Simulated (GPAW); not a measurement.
BeTe:

```
Te Be
1.0
     0.00000    2.77000    2.77000
     2.77000    0.00000    2.77000
     2.77000    2.77000    0.00000
Te Be
1 1
Direct
  0.75000 0.75000 0.75000
  0.00000 0.00000 0.00000
```

Program: GPAW 26.7.0. Alike in all runs: task band structure; spin SOC, no magnetisation; cell as given; k mesh 8 × 8 × 8; cutoff (eV) 800; smearing fermi-dirac 0.05 eV.

Order these runs on this cell by their band gap on the k mesh, lowest first.
A. level PBEsol; potentials or basis PAW data sets generated in the run's folder for this functional, pw; band points 100; spin axis theta (degrees) 0
B. level r2SCAN; potentials or basis GPAW PAW data sets (gpaw-data 1.2.1), pw; band points 60; spin axis theta (degrees) 90
C. level BP86; potentials or basis PAW data sets generated in the run's folder for this functional, pw; band points 100; spin axis theta (degrees) 0

A (1.40 eV), C (1.60 eV), B (1.88 eV).

Caveats: spin-orbit coupling was added after a scalar SCF, so levels and gaps hold it while energy, forces, pressure and moments don't; this program's spin-orbit splittings come out too wide for heavy elements.

